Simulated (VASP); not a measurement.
An input for Ansatz (written as the equivalent of a VASP run, and not itself run):

Ansatz 0.2 input:
```yaml
crystal:
  lattice:
    - [0.0000000, 2.5694027, 2.4945657]
    - [2.4945657, 0.0000000, 2.4945657]
    - [2.4945657, 2.5694027, 0.0000000]
  atoms:
    - { symbol: In, position: [0.0000000, 0.0000000, 0.0000000] }
    - { symbol: N, position: [0.2500000, 0.2500000, 0.2500000] }
kpoints:
  mp_grid: { grid: [12, 12, 12] }
hamiltonian:
  xc: pbesol
  pseudopotentials: { kind: paw }
scf:
  occupations: { method: methfessel_paxton, width: 0.1 }
  max_iter: 100
output: { forces: true, stress: true, eigenvalues: true }
```

Q: Write the VASP files for the same calculation (PBEsol).

A: One answer among several that fit: 
INCAR:
```
ISIF = 2
ALGO = Normal   # blocked Davidson
LMAXMIX = 4   # l cut-off of mixed one-centre charges
LCHARG = .FALSE.
SYSTEM = InN
LWAVE = .FALSE.
SIGMA = 0.1   # width (eV)
LASPH = .TRUE.   # aspherical one-centre terms
NELM = 100
ENCUT = 600
ISMEAR = 1
PREC = Accurate
EDIFF = 1E-7   # SCF stop (eV)
LREAL = .FALSE.   # projection in real space or not
GGA = PS   # PBEsol
```

**POSCAR**
```
InN
1
    0.0000000000     2.5694027022     2.4945657303
    2.4945657303     0.0000000000     2.4945657303
    2.4945657303     2.5694027022     0.0000000000
In N
1 1
Direct
  0.0000000000   0.0000000000   0.0000000000
  0.2500000000   0.2500000000   0.2500000000
```

### KPOINTS
```
Automatic mesh
0
Gamma
12 12 12
0 0 0
```

POTCAR, in this order: In_d N (PBE.64 set). Program: vasp_std.

Limits of the translation: each code has its own PAW files, so the cut-off isn't converted (ENCUT is set for VASP's; basis.ecutwfc is left out, and Ansatz then takes the one that its files recommend); Ansatz stops its SCF on the density residual and VASP on the energy change (EDIFF).

The compound is InN in the zinc blende structure, a metastable form; wurtzite is the usual one. This cell was strained or had an atom moved on purpose.
